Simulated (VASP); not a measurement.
Set up this calculation in VASP 6.6.1, as the native input.

* Task: relaxation of cell and atoms
* Functional: PBE
* Potentials or basis: VASP PAW PBE potentials, release 64 (Ga_d, P)
* Cutoff: 600 eV
* k mesh: 8 × 8 × 8
* Occupations: gaussian, width 0.03 eV
* Spin: no spin polarisation
* Further INCAR settings: ALGO = Normal; EDIFF = 1e-07; IBRION = 2; EDIFFG = -0.005; NSW = 90; ISIF = 3

The structure of GaP lies in POSCAR:

```
GaP                                     
1.0
   -0.0000000000      2.7528246308      2.7528246308
    2.7528246308      0.0000000000      2.7528246308
    2.7528246308      2.7528246308     -0.0000000000
  Ga              P             
     1     1
Direct
     0.0000000000000000    0.0000000000000000    0.0000000000000000
     0.2500000000000000    0.2500000000000000    0.2500000000000000
```

The input as run:

INCAR

```
SYSTEM = GaP
PREC = Accurate
ENCUT = 600
EDIFF = 1E-7
ISMEAR = 0
SIGMA = 0.03
LREAL = .False.
LASPH = .True.
NELM = 80
ALGO = Normal
ISIF = 3
LWAVE = .False.
LCHARG = .False.
GGA = PE
IBRION = 2
NSW = 90
EDIFFG = -0.005
```

KPOINTS

```
Automatic mesh
0
Gamma
  8 8 8
  0 0 0
```

Potentials or basis: VASP PAW PBE potentials, release 64 (Ga_d, P).

Launch:

```bash
$ cat potpaw_PBE.64/Ga_d/POTCAR potpaw_PBE.64/P/POTCAR > POTCAR
$ mpirun -np 1 vasp_std > vasp.out
```

It gave:

| Quantity | Value |
| --- | --- |
| Pressure after relaxing | 0.0 GPa |
| Band gap on the k mesh | 1.58 eV, direct |

Caveat: the relaxation stopped at its first step, so nothing moved.

Run time: 13 s on 1 thread of Intel(R) Xeon(R) 6975P-C (Granite Rapids), with other jobs on the host, peak memory 0.17 GiB.
